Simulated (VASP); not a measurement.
# Al (Fm-3m) in VASP: notebook, part 2 of 2

VASP 6.6.1. Earlier steps stand in the parts before.

## 4. Single point, PBE

This run uses another cell than the first one, of 16.49 Å³/atom, 0.993 times its volume.

INCAR reads:

```
PREC     = Accurate       # precision mode
ENCUT    = 520            # plane-wave cutoff, eV
EDIFF    = 0.05           # SCF threshold, eV
ISMEAR   = 0              # smearing method
SIGMA    = 0.1            # smearing width, eV
LREAL    = False          # projectors in reciprocal space
LASPH    = True           # aspherical terms in the spheres
NELM     = 100            # most SCF steps
ALGO     = Fast           # electronic algorithm
ISIF     = 2              # what is computed and relaxed
LWAVE    = False          # write WAVECAR
LCHARG   = False          # write CHGCAR
GGA      = PE             # functional
```

KPOINTS reads:

```
regular mesh
0
Gamma
  18 18 18
```

POSCAR reads:

```
Al                                      
1.0
   -0.0000000000      2.0202222304      2.0202222304
    2.0202222304      0.0000000000      2.0202222304
    2.0202222304      2.0202222304     -0.0000000000
  Al            
     1
Direct
     0.0000000000000000    0.0000000000000000    0.0000000000000000
```

Launch:

```bash
$ cat potpaw_PBE.64/Al/POTCAR > POTCAR
$ mpirun -np 1 vasp_std > vasp.out
```

Run time: 5.3 s. Hardware: 1 thread of Intel Xeon Platinum 8559C (Emerald Rapids), shared host; peak memory 0.14 GiB.

Results (log left out):

```
Free energy            : -3.7540 eV
Pressure               : -1.9 GPa
Band gap on the k mesh : none (metal or under the smearing width)
```

Levels at points of the mesh, in eV from the Fermi level:
```
           k point  band 1  band 2  band 3  band 4  band 5
(0.00, 0.00, 0.00)  -11.14   12.65   12.65   12.65   14.16
(0.50, 0.00, 0.00)   -4.60   -4.36   11.46   11.47   11.47
(0.50, 0.50, 0.00)   -2.92   -1.59    5.26    5.62    5.62
```

## 5. Single point, PBE (a relaxed cell with its volume scaled by 0.97)

INCAR is that of step 4.

KPOINTS is that of step 4.

POSCAR reads:

```
Al                                      
1.0
   -0.0000000000      1.9998145500      1.9998145500
    1.9998145500      0.0000000000      1.9998145500
    1.9998145500      1.9998145500     -0.0000000000
  Al            
     1
Direct
     0.0000000000000000    0.0000000000000000    0.0000000000000000
```

Potentials or basis: VASP PAW PBE potentials, release 64 (Al).

Launch:

```bash
$ cat potpaw_PBE.64/Al/POTCAR > POTCAR
$ mpirun -np 1 vasp_std > vasp.out
```

OUTCAR:

```text
PREC = Accurate
   ENCUT = 520
   EDIFF = 0.05
   ISMEAR = 0
   LREAL = False
   LASPH = True
   NELM = 100
   ISIF = 2
   GGA = PE

 ion  position               nearest neighbor table
   1  0.000  0.000  0.000-

  LATTYP: Found a face centered cubic cell.
 ALAT       =     3.9996291000

  Lattice vectors:

 A1 = (   0.0000000000,   1.9998145500,   1.9998145500)
 A2 = (   1.9998145500,   0.0000000000,   1.9998145500)
 A3 = (   1.9998145500,   1.9998145500,   0.0000000000)

Analysis of symmetry for initial positions (statically):
=====================================================================
 Subroutine PRICEL returns:
 Original cell was already a primitive cell.

 Routine SETGRP: Setting up the symmetry group for a
 face centered cubic supercell.

 Subroutine GETGRP returns: Found 48 space group operations
 (whereof 48 operations were pure point group operations)
 out of a pool of 48 trial point group operations.

The static configuration has the point symmetry O_h .

Analysis of symmetry for dynamics (positions and initial velocities):
=====================================================================
[... 152 lines left out ...]
  ext. energy  EPLUGINS =         0.00000000
  ---------------------------------------------------
  free energy    TOTEN  =        -3.75037260 eV

  energy without entropy =       -3.74740983  energy(sigma->0) =       -3.74889121

 E-fermi :   8.3347     XC(G=0): -10.2804

 val. band max:        8.3114550100   @ k =  -0.2778   0.2778   0.0556
 cond. band min:       8.3370222101   @ k =  -0.4444   0.3333   0.1111
 fundamental gap:      0.0255672001
 Fermi energy:         8.3347155111

 k-point     1 :       0.0000    0.0000    0.0000
  band No.  band energies     occupation
      1      -3.0155      2.00000
      2      21.1508      0.00000
      3      21.1508      0.00000
      4      21.1510      0.00000
      5      22.8934      0.00000
[... 177 lines left out ...]
 k-point    24 :      -0.2222    0.0556    0.0000
  band No.  band energies     occupation
      1      -1.3403      2.00000
      2      12.2534      0.00000
      3      17.8329      0.00000
      4      20.7438      0.00000
      5      22.5277      0.00000

 [... further k-points ...]
[... 5 lines left out ...]
  --------------------------------------------------------------------------------------
  -------------------------------------------------------------------------------------
  Total        0.0343870      0.0343870      0.0343870      0.0000000      0.0000000      0.0000000
  in kB        3.4443393      3.4443393      3.4443393      0.0000000      0.0000000      0.0000000
  external PRESSURE =       3.4443393 kB  Pullay stress =       0.0000000 kB

 VOLUME and BASIS-vectors are now :
 -----------------------------------------------------------------------------
  energy-cutoff  :      520.00
  volume of cell :       16.00
      direct lattice vectors                 reciprocal lattice vectors
     0.000000000  1.999814550  1.999814550    -0.250023183  0.250023183  0.250023183
     1.999814550  0.000000000  1.999814550     0.250023183 -0.250023183  0.250023183
     1.999814550  1.999814550  0.000000000     0.250023183  0.250023183 -0.250023183

 POSITION                                       TOTAL-FORCE (eV/Angst)
 -----------------------------------------------------------------------------------
      0.00000      0.00000      0.00000        -0.000000     -0.000000     -0.000000
 -----------------------------------------------------------------------------------
    total drift:                               -0.000000      0.000000      0.000000

  FREE ENERGIE OF THE ION-ELECTRON SYSTEM (eV)
  ---------------------------------------------------
  free  energy   TOTEN  =        -3.7503725972 eV

  energy  without entropy=       -3.7474098291  energy(sigma->0) =       -3.74889121
```

OSZICAR:

```text
N       E                     dE             d eps       ncg     rms          rms(c)
DAV:   1    -0.158704632637E+01   -0.15870E+01   -0.90930E+02  2055   0.336E+02
DAV:   2    -0.374531826446E+01   -0.21583E+01   -0.19989E+01  2455   0.312E+01
DAV:   3    -0.376373436830E+01   -0.18416E-01   -0.18323E-01  2555   0.349E+00
DAV:   4    -0.376379303155E+01   -0.58663E-04   -0.58659E-04  2290   0.195E-01
DAV:   5    -0.376379443347E+01   -0.14019E-05   -0.14017E-05  1200   0.222E-02    0.136E+00
RMM:   6    -0.375037259718E+01    0.13422E-01   -0.27368E-04   722   0.293E-01
   1 F= -.37503726E+01 E0= -.37488912E+01  d E =-.296277E-02
```

It took 5.5 s on 1 thread of Intel Xeon Platinum 8559C (Emerald Rapids), shared host; peak memory 0.14 GiB.

What came out:

```
Free energy            : -3.7504 eV
Pressure               : 0.3 GPa
Band gap on the k mesh : none (metal or under the smearing width)
```

Levels at points of the mesh, in eV from the Fermi level:
| k point | band 1 | band 2 | band 3 | band 4 | band 5 |
| --- | --- | --- | --- | --- | --- |
| (0.00, 0.00, 0.00) | -11.35 | 12.82 | 12.82 | 12.82 | 14.56 |
| (0.50, 0.00, 0.00) | -4.73 | -4.41 | 11.61 | 11.61 | 11.78 |
| (0.50, 0.50, 0.00) | -3.00 | -1.60 | 5.26 | 5.76 | 5.76 |

## 6. Single point, PBE (a relaxed cell with its volume scaled by 1.03)

INCAR is that of step 5.

KPOINTS is that of step 5.

POSCAR reads:

```
Al                                      
1.0
   -0.0000000000      2.0402257316      2.0402257316
    2.0402257316      0.0000000000      2.0402257316
    2.0402257316      2.0402257316     -0.0000000000
  Al            
     1
Direct
     0.0000000000000000    0.0000000000000000    0.0000000000000000
```

Potentials or basis: VASP PAW PBE potentials, release 64 (Al).

Launch:

```bash
$ cat potpaw_PBE.64/Al/POTCAR > POTCAR
$ mpirun -np 1 vasp_std > vasp.out
```

Run time: 5.3 s. Hardware: 1 thread of Intel Xeon Platinum 8559C (Emerald Rapids), shared host; peak memory 0.13 GiB.

The run converged. Its results:

```
Free energy            : -3.7505 eV
Pressure               : -4.0 GPa
Band gap on the k mesh : none (metal or under the smearing width)
```

Levels at points of the mesh, in eV from the Fermi level:
```
           k point  band 1  band 2  band 3  band 4  band 5
(0.00, 0.00, 0.00)  -10.93   12.48   12.48   12.48   13.78
(0.50, 0.00, 0.00)   -4.48   -4.32   11.15   11.21   11.34
(0.50, 0.50, 0.00)   -2.85   -1.59    5.25    5.48    5.48
```

## 7. Summary

| task | cell | gap on the mesh (eV) | pressure (GPa) |
| --- | --- | --- | --- |
| relaxation of cell and atoms | relaxed | none | 0.0 |
| single point | Fm-3m, 16.49 Å³/atom | none | -1.9 |
| single point | a relaxed cell with its volume scaled by 0.97 | none | 0.3 |
| single point | a relaxed cell with its volume scaled by 1.03 | none | -4.0 |

Alike in all rows: level PBE; potentials or basis VASP PAW PBE potentials, release 64 (Al); no spin polarisation; k mesh 18 × 18 × 18; cutoff (eV) 520; smearing gaussian 0.1 eV.

Total energies depend on the potentials used, so only differences within one code and one set of settings carry meaning.
